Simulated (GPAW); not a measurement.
Runs of GPAW 26.7.0 on Ti3S4. Symmetry: P-3m1, No. 164, trigonal system. Conventional cell: a = 3.406 Å, b = 3.406 Å, c = 12.086 Å, α = 90.00°, β = 90.00°, γ = 120.00°. Ti (site symmetry -3m) is surrounded by 6 S at 2.47 Å. Around Ti (site symmetry 3m) lie 6 S at 2.42 to 2.53 Å. S (site symmetry 3m) has 6 Ti at 2.47 to 2.53 Å as nearest neighbours. Around S (site symmetry 3m) lie 3 Ti at 2.42 Å. The cell comes from a database or a generator and needn't be the stable form of this composition.

```csv
task,level,potentials or basis,k mesh,band path,band points,pressure (GPa),largest force (eV/Å)
band structure,PBEsol,"PAW data sets generated in the run's folder for this functional, pw",6 × 6 × 2,"GMKGALHA,LM,KH",80,(c),0.20
single point,PBEsol,"PAW data sets generated in the run's folder for this functional, pw",9 × 9 × 3,-,-,-4.3,0.18
band structure,LDA,"the program's PAW data sets (release 1.2.1) made for this functional, pw",6 × 6 × 2,"GMKGALHA,LM,KH",80,-7.5,(a)
band structure,r2SCAN,"GPAW PAW data sets (gpaw-data 1.2.1), pw",6 × 6 × 2,"GMKGALHA,LM,KH",80,-0.7,(b)
```

Alike in all rows: no spin polarisation; cell as given; cutoff (eV) 600; smearing fermi-dirac 0.05 eV.

Problem. Fill in the values left out.

Solution. (a) 0.38; (b) 0.15; (c) -4.4.

Caveats: this functional lacks dispersion, which binds the layers, so the pressure and a relaxed spacing across them are unreliable (some runs); the PAW data sets were made with another functional, which shifts forces and pressure a little (some runs).

Not every run made on this cell is shown here.
